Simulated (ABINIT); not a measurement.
# CaSe (Fm-3m): G0W0 with ABINIT, start to end

Aim: the G0W0 gap of CaSe (Fm-3m) on LDA, step by step.

Calculated with ABINIT 10.8.3; LDA and many-body steps on it, plane waves.

The database entry behind the starting cell differs from later determinations by our own check (0.1 to 0.3 % short, probably kX units), so it need not match the best structure at ambient conditions.

## 1. The starting structure

Symmetry: Fm-3m, No. 225, cubic system. The conventional cell has a = 5.912 Å, b = 5.912 Å, c = 5.912 Å, α = 90.00°, β = 90.00°, γ = 90.00°. Nearest to Ca lie 6 Se at 2.96 Å. Nearest to Se lie 6 Ca at 2.96 Å. Farther neighbours and most contacts between anions are not listed.

The cell and positions come from the Crystallography Open Database and are kept as given unless a step says otherwise.

## 2. Ground state

This step: ABINIT 10.8.3; DFT, LDA, plane waves, norm-conserving pseudopotentials.

The ground-state density comes first.

Input file run.abi:

```
acell 3*1.0 Angstrom
rprim 
  -0.000000000000 2.956000000000 2.956000000000
  2.956000000000 -0.000000000000 2.956000000000
  2.956000000000 2.956000000000 -0.000000000000
ntypat 2
znucl 20 34
natom 2
typat 1 2
xred 
  0.000000000000 0.000000000000 0.000000000000
  0.500000000000 0.500000000000 0.500000000000
pp_dirpath "pseudos"
pseudos "Ca.upf, Se.upf"
ecut 48
ngkpt 6 6 6
nshiftk 1
shiftk 0 0 0
kptopt 1
chksymbreak 0
nband 22
occopt 1
tolvrs 1e-10
nstep 60
prtwf 0
optforces 0
optstress 0
indata_prefix "in"
outdata_prefix "out"
tmpdata_prefix "tmp"
```

Launch:

```bash
$ OMP_NUM_THREADS=1 mpirun -n 4 abinit run.abi > log
```

Numbers of over 12 decimals in the logs are rounded to 6 here.

What it wrote:

```text
.Version 10.8.3 of ABINIT. v10.8.2 released Aug 2026.

 Symmetries : space group Fm -3 m (#225); Bravais cF (face-center cubic)
================================================================================
 Values of the parameters that define the memory need of the present run
     intxc =       0    ionmov =       0      iscf =       7    lmnmax =       6
     lnmax =       6     mgfft =      50  mpssoang =       3    mqgrid =    3001
     natom =       2  nloc_mem =       1    nspden =       1   nspinor =       1
    nsppol =       1      nsym =      48    n1xccc =    2501    ntypat =       2
    occopt =       1   xclevel =       1
-    mband =          22        mffmem =           1         mkmem =           4
       mpw =        5564          nfft =      125000          nkpt =          16
================================================================================
  Rough estimation (10% accuracy) of disk space for files :
================================================================================

--------------------------------------------------------------------------------
------------- Echo of variables that govern the present computation ------------
--------------------------------------------------------------------------------
 -outvars: echo values of preprocessed input variables --------
            acell      1.8897261259E+00  1.8897261259E+00  1.8897261259E+00 Bohr

      chksymbreak           0
             ecut      4.80000000E+01 Hartree
-          fftalg         312

              ixc       -1012
              kpt      0.00000000E+00  0.00000000E+00  0.00000000E+00
                       1.66666667E-01  0.00000000E+00  0.00000000E+00
                       3.33333333E-01  0.00000000E+00  0.00000000E+00
                       5.00000000E-01  0.00000000E+00  0.00000000E+00
                       1.66666667E-01  1.66666667E-01  0.00000000E+00
                       3.33333333E-01  1.66666667E-01  0.00000000E+00
                       5.00000000E-01  1.66666667E-01  0.00000000E+00
                      -3.33333333E-01  1.66666667E-01  0.00000000E+00
                      -1.66666667E-01  1.66666667E-01  0.00000000E+00
   [... 5 further rows ...]
                      -3.33333333E-01  3.33333333E-01  1.66666667E-01
                      -3.33333333E-01  5.00000000E-01  1.66666667E-01
         kptrlatt        6    0    0      0    6    0      0    0    6
          kptrlen      4.73990399E+01
P           mkmem           4
            natom           2
            nband          22
            ngfft          50      50      50
             nkpt          16
            nstep          60
             nsym          48
           ntypat           2
              occ      2.000000  2.000000  2.000000  2.000000  2.000000  2.000000
                       2.000000  2.000000  2.000000  2.000000  2.000000  2.000000
                       2.000000  2.000000  2.000000  2.000000  2.000000  0.000000
                       0.000000  0.000000  0.000000  0.000000
        optforces           0
        optstress           0
            prtwf           0
            rprim     -0.0000000000E+00  2.9560000000E+00  2.9560000000E+00
[...]
spgroup         225

           tolvrs      1.00000000E-10

             xred      0.0000000000E+00  0.0000000000E+00  0.0000000000E+00
[...]
znucl       20.00000   34.00000

================================================================================

 chkinp: Checking input parameters for consistency.

================================================================================
== DATASET  1 ==================================================================
-   mpi_nproc: 4, omp_nthreads: 1 (-1 if OMP is not activated)

--- !DatasetInfo
iteration_state: {dtset: 1, }
dimensions: {natom: 2, nkpt: 16, mband: 22, nsppol: 1, nspinor: 1, nspden: 1, mpw: 5564, }
cutoff_energies: {ecut:  48.0, pawecutdg:  -1.0, }
electrons: {nelect:   3.40000000E+01, charge:   0.00000000E+00, occopt:   1.00000000E+00, tsmear:   1.00000000E-02, }

 Real(R)+Recip(G) space primitive vectors, cartesian coordinates (Bohr,Bohr^-1):
 R(1)=  0.0000000  5.5860304  5.5860304  G(1)= -0.0895090  0.0895090  0.0895090
 R(2)=  5.5860304  0.0000000  5.5860304  G(2)=  0.0895090 -0.0895090  0.0895090
 R(3)=  5.5860304  5.5860304  0.0000000  G(3)=  0.0895090  0.0895090 -0.0895090
 Unit cell volume ucvol=  3.4861004E+02 bohr^3
 Angles (23,13,12)=  6.00000000E+01  6.00000000E+01  6.00000000E+01 degrees

 getcut: wavevector=  0.0000  0.0000  0.0000  ngfft=  50  50  50
         ecut(hartree)=     48.000   => boxcut(ratio)=   2.03020

--- Pseudopotential description ------------------------------------------------
- Ca Generated using ONCVPSP code by D. R. Hamann
- 20.00000  10.00000  180309                  znucl, zion, pspdat
12 -1012 2 -1 1724                            pspcod,pspxc,lmax,lloc,mmax
     nproj     2     2     2
  pspatm : epsatm=   12.51424511
         --- l  ekb(1:nproj) -->
[...]
pspatm: atomic psp has been read  and splines computed

- Se Generated using ONCVPSP code by D. R. Hamann
- 34.00000  24.00000  180309                  znucl, zion, pspdat
12 -1012 2 -1 1198                            pspcod,pspxc,lmax,lloc,mmax
     nproj     2     2     2
  pspatm : epsatm=   25.89836092
         --- l  ekb(1:nproj) -->
[...]
2  -10.200299   -4.476278
 pspatm: atomic psp has been read  and splines computed

   1.30602861E+03                                ecore*ucvol(ha*bohr**3)
--------------------------------------------------------------------------------

_setup2: Arith. and geom. avg. npw (full set) are    5537.116    5537.098

================================================================================

--- !BeginCycle
iteration_state: {dtset: 1, }
solver: {iscf: 7, nstep: 60, nline: 4, wfoptalg: 0, }
tolerances: {tolvrs: 1.00E-10, }

     iter   Etot(hartree)      deltaE(h)  residm     vres2
 ETOT  1  -378.86408754184    -3.789E+02 1.902E+00 5.297E+01
 ETOT  2  -380.28630155043    -1.422E+00 3.532E-02 2.694E+02
 ETOT  3  -380.29972643778    -1.342E-02 1.732E-02 9.517E+01
 ETOT  4  -380.30694633660    -7.220E-03 3.358E-03 1.184E+00
 ETOT  5  -380.30705979710    -1.135E-04 3.572E-03 1.079E-01
 ETOT  6  -380.30706852421    -8.727E-06 7.118E-04 2.726E-04
 ETOT  7  -380.30706849275     3.146E-08 1.212E-03 8.333E-04
 ETOT  8  -380.30706855690    -6.415E-08 8.386E-04 1.562E-06
 ETOT  9  -380.30706855708    -1.756E-10 2.075E-03 3.949E-08
 ETOT 10  -380.30706855713    -5.417E-11 1.253E-03 8.183E-11

 At SCF step   10       vres2   =  8.18E-11 < tolvrs=  1.00E-10 =>converged.

--- !ResultsGS
iteration_state: {dtset: 1, }
comment   : Summary of ground state results
lattice_vectors:
- [ -0.0000000,   5.5860304,   5.5860304, ]
- [  5.5860304,  -0.0000000,   5.5860304, ]
- [  5.5860304,   5.5860304,  -0.0000000, ]
lattice_lengths: [   7.89984,    7.89984,    7.89984, ]
lattice_angles: [ 60.000,  60.000,  60.000, ] # degrees, (23, 13, 12)
lattice_volume:   3.4861004E+02
convergence: {deltae: -5.417E-11, res2:  8.183E-11, residm:  1.253E-03, diffor:  0.000E+00, }
etotal    :  -3.80307069E+02
entropy   :   0.00000000E+00
fermie    :   1.65263419E-01
cartesian_stress_tensor: null
pressure_GPa: null
xred      :
- [  0.0000E+00,   0.0000E+00,   0.0000E+00, Ca]
- [  5.0000E-01,   5.0000E-01,   5.0000E-01, Se]
cartesian_forces: null
force_length_stats: {min: null, max: null, mean: null, }

 Integrated electronic density in atomic spheres:
 ------------------------------------------------
 Atom  Sphere_radius  Integrated_density
    1        2.00000          7.57889658
    2        2.00000         21.29953273
================================================================================

 ----iterations are completed or convergence reached----

 Mean square residual over all n,k,spin=   45.256E-07; max=  12.526E-04
 reduced coordinates (array xred) for    2 atoms
       0.000000000000      0.000000000000      0.000000000000
       0.500000000000      0.500000000000      0.500000000000
 rms dE/dt=  0.0000E+00; max dE/dt=  0.0000E+00; dE/dt below (all hartree)
    1       0.000000000000      0.000000000000      0.000000000000
    2       0.000000000000      0.000000000000      0.000000000000

 cartesian coordinates (angstrom) at end:
    1      0.000000     0.000000     0.000000
    2      2.956000     2.956000     2.956000
 length scales=  1.889726125908  1.889726125908  1.889726125908 bohr
              =  1.000000000000  1.000000000000  1.000000000000 angstroms
 prteigrs : about to open file out_EIG
 Fermi (or HOMO) energy (hartree) =   0.16526   Average Vxc (hartree)=  -0.36495
 Eigenvalues (hartree) for nkpt=  16  k points:
 kpt#   1, nband= 22, wtk=  0.00463, kpt=  0.0000  0.0000  0.0000 (reduced coord)
  -7.37966   -5.17619   -5.17619   -5.17619   -1.52758   -1.52758   -1.52733   -1.52733
  -1.52733   -1.28192   -0.59207   -0.59207   -0.59207   -0.27118    0.16526    0.16526
   0.16526    0.27894    0.29583    0.29583    0.29583    0.31817
 prteigrs : prtvol=0 or 1, do not print more k-points.

--- !EnergyTerms
iteration_state     : {dtset: 1, }
comment             : Components of total free energy in Hartree
kinetic             :  1.59277775779945E+02
hartree             :  1.56188077611805E+02
xc                  : -3.96571099552393E+01
Ewald energy        : -1.62120426723388E+02
psp_core            :  3.74638841909751E+00
local_psp           : -4.12657589323594E+02
non_local_psp       : -8.50841843657605E+01
total_energy        : -3.80307068557134E+02
total_energy_eV     : -1.03486825345850E+04
band_energy         : -6.70864405290655E+01

== END DATASET(S) ==============================================================
================================================================================

 -outvars: echo values of variables after computation  --------
           etotal     -3.8030706856E+02
            nband          22
             nkpt          16
          spgroup         225
 [... the other variables as echoed above ...]

 Calculation completed.
```

It took 17 s on 4 MPI ranks of Arm Neoverse V2, shared host; peak memory 0.37 GiB.

This step gave:

| Quantity | Value |
| --- | --- |
| total energy | -10348.6825 eV |
| gap | 1.874 eV |
| k of the valence top | 0, 0, 0 |
| k of the conduction bottom | 0.5, 0.5, 0 |
| least direct gap | 2.817 eV |

The gap is indirect, with the least direct gap 0.94 eV higher.

(Part 1 of 3 ends here.)

[Paths, hosts, dates, memory and timing lines, banners, echoed tables and standing remarks are left out of the program output.]

[Logs are printed without paths, hosts, clocks, repeated set-up lines and the standing remarks that a program may print on its own settings, such as how far it seeks lower states.]

[Runs of the session that timed out or met a known fault of the program may be left out.]

[Hosts, paths, dates, database ids (printed as entryN), source tags and the programs' standing remarks are cut or masked in the printed files.]

[G0W0 gaps are taken among the corrected bands and points alone; a level outside them can change the order at an edge.]

[Where Ansatz stands beside ABINIT at settings called matched, ABINIT's density can come from a denser mesh and the files from another edition; pairs whose starting gaps differed by over 0.03 eV were left out, so agreement reads better than it is.]
